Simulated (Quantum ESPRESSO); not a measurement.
Write an ASE script for Quantum ESPRESSO 7.5 that does the following.

- Task: relaxation of cell and atoms
- Functional: revPBE
- Dispersion: D3
- Potentials or basis: Ansatz NC SR PBE
- Cutoff: 1116 eV
- Density cutoff: 4463 eV
- k mesh: 12 × 12 × 12
- Occupations: fermi-dirac, width 0.05 eV
- Spin: no spin polarisation
- ASE optimiser: BFGS
- Mixing beta: 0.5
- Most SCF iterations: 120
- SCF threshold: 2e-10 Ry

The structure of Pd lies in POSCAR:

```
Pd
1.0
    0.0000000000      1.9465000000      1.9465000000
    1.9465000000      0.0000000000      1.9465000000
    1.9465000000      1.9465000000      0.0000000000
Pd
1
Direct
    0.0000000000      0.0000000000      0.0000000000
```

These files were run (other wordings do the same):

run.py

```python
import numpy as np
from ase.calculators.espresso import Espresso, EspressoProfile
from ase.io import read

atoms = read('POSCAR')

input_data = {
    'control': {'calculation': 'scf', 'prefix': 'pwscf', 'outdir': './tmp', 'tprnfor': True, 'tstress': True, 'disk_io': 'low'},
    'system': {'ecutwfc': 82.0, 'nbnd': 15, 'input_dft': 'revpbe', 'occupations': 'smearing', 'smearing': 'fd', 'degauss': 0.00367493, 'vdw_corr': 'grimme-d3', 'dftd3_version': 3},
    'electrons': {'conv_thr': 2e-10, 'electron_maxstep': 120, 'mixing_beta': 0.5},
}
pseudopotentials = {'Pd': 'Pd.upf'}
profile = EspressoProfile(command='pw.x', pseudo_dir='pseudo')
dft = Espresso(profile=profile, input_data=input_data, pseudopotentials=pseudopotentials, kpts=(12, 12, 12), koffset=(0, 0, 0))
atoms.calc = dft

from ase.optimize import BFGS
from ase.filters import FrechetCellFilter
done = BFGS(FrechetCellFilter(atoms), trajectory='opt.traj').run(fmax=0.02, steps=30)
print('converged', done)
print('cell (A)', np.round(atoms.cell.cellpar(), 5))
print(f'energy {atoms.get_potential_energy():.8f} eV')
print('forces (eV/A)')
print(np.round(atoms.get_forces(), 6))
print('stress (eV/A^3, Voigt)')
print(np.round(atoms.get_stress(), 8))
print(f'Fermi level {dft.get_fermi_level():.4f} eV')
```

Potentials or basis: Ansatz NC SR PBE.

Command:

```sh
$ OMP_NUM_THREADS=1 python run.py
```

Results of the run:

The relaxed volume is 14.65 Å³/atom. The relaxed cell is a = 2.747 Å, b = 2.747 Å, c = 2.747 Å, α = 60.00°, β = 60.00°, γ = 60.00°. The space group after relaxing (to 0.05 Å) is Fm-3m (No. 225) and the energy gained by relaxing is 0.3 meV/atom. The ionic steps are 3, the pressure after relaxing is 0.0 GPa and the band gap on the k mesh is none (metal or under the smearing width).

Caveat: the potentials were made for another functional, which shifts forces and pressure; pairwise dispersion overbinds metals, which lowers pressure and volume.

Run time: 50 s on 1 thread of Arm Neoverse V2, with other jobs on the host, peak memory 0.09 GiB.
